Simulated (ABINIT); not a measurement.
LiCl:

```
Cl Li
1.0
     0.00000    2.56477    2.56477
     2.56477    0.00000    2.56477
     2.56477    2.56477    0.00000
Cl Li
1 1
Direct
  0.50000 0.50000 0.50000
  0.00000 0.00000 0.00000
```

Base run:

| Item | Value |
| --- | --- |
| Program | ABINIT 10.8.3 (patched build) |
| Functional | PW91 |
| Potentials or basis | JTH PAW PBE v2.0 |
| Cutoff | 680 eV |
| k mesh | 9 × 9 × 9 |
| Occupations | fermi-dirac, width 0.05 eV |
| Spin | no spin polarisation |

Its results: band gap on the k mesh 6.31 eV, direct; pressure 0.3 GPa.

**Question.** The run is repeated on the same cell with these changes: functional from PW91 to AM05. What comes out?

**Answer.** Band gap on the k mesh 6.29 eV, direct; pressure -0.2 GPa.

AM05 binds more tightly than PW91, so the same cell stands under less pressure.

Caveats: the PAW data sets were made with another functional, which shifts forces and pressure a little.

Not every run made on this cell is shown here.
